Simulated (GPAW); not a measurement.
Runs of GPAW 26.7.0 on Co. Symmetry: P6_3/mmc, No. 194, hexagonal system. The conventional cell has a = 2.472 Å, b = 2.472 Å, c = 4.021 Å, α = 90.00°, β = 90.00°, γ = 120.00°. Co (site symmetry -6m2) has 12 Co at 2.47 Å as nearest neighbours. 

| task | level | potentials or basis | U | cell | cutoff (eV) | maxiter | band path | band points | convergence | lines | gap on the mesh (eV) | pressure (GPa) | moment (μB) |
| --- | --- | --- | --- | --- | --- | --- | --- | --- | --- | --- | --- | --- | --- |
| band structure | PBEsol+U | PAW data sets generated in the run's folder for this functional, pw | Co d U = 2 eV | P6_3/mmc, 10.64 Å³/atom | 600 | 150 | GMKGALHA,LM,KH | 60 | - | - | - | -2.2 | 3.50 |
| band structure | PBEsol+U | PAW data sets generated in the run's folder for this functional, pw | Co d U = 6 eV | P6_3/mmc, 10.64 Å³/atom | 600 | 150 | GMKGALHA,LM,KH | 60 | - | - | - | 9.0 | 4.12 |
| single point | LDA | the program's PAW data sets (release 1.2.1) made for this functional, pw | - | P6_3/mmc, 10.64 Å³/atom | 450 | 120 | - | - | default | - | none | -22.3 | 3.21 |
| band structure | PBEsol+U | PAW data sets generated in the run's folder for this functional, pw | Co d U = 8 eV | P6_3/mmc, 10.64 Å³/atom | 600 | 150 | GMKGALHA,LM,KH | 60 | - | - | - | 25.1 | 4.29 |
| band structure | PBEsol+U | PAW data sets generated in the run's folder for this functional, pw | Co d U = 3 eV | P6_3/mmc, 10.64 Å³/atom | 600 | 150 | GMKGALHA,LM,KH | 60 | - | - | - | (b) | (a) |
| band structure | PBEsol | PAW data sets generated in the run's folder for this functional, pw | - | P6_3/mmc, 10.64 Å³/atom | 600 | 150 | GMKGALHA,LM,KH | 60 | - | - | - | -4.5 | 3.29 |
| magnons | LDA | the program's PAW data sets (release 1.2.1) made for this functional, pw | - | P6_3/mmc, 10.21 Å³/atom | 450 | 150 | - | - | - | 2 | none | - | 3.06 |
| band structure | PBEsol+U | PAW data sets generated in the run's folder for this functional, pw | Co d U = 4 eV | P6_3/mmc, 10.64 Å³/atom | 600 | 150 | GMKGALHA,LM,KH | 60 | - | - | - | 10.1 | 3.98 |

Alike in all rows: spin collinear, ferromagnetic start; k mesh 10 × 10 × 6; smearing fermi-dirac 0.05 eV.

Estimate the missing entries.

(a) 3.60; (b) -0.5.

Caveats: the U is typed as a test and isn't derived for this compound (some runs); the cutoff is short for stress and forces, so pressures can be off by a GPa or more (some runs); so large a pressure means that the cell lies far from this level's equilibrium, or that cutoff or potentials fall short (some runs); the number of bands moves the energies at small q by some ten meV (some runs); the exchange constants hang on this mesh and on the site radius (some runs); magnon energies are noisy on this mesh (some runs).

A gap of «none» marks a metal or a gap under the smearing width.
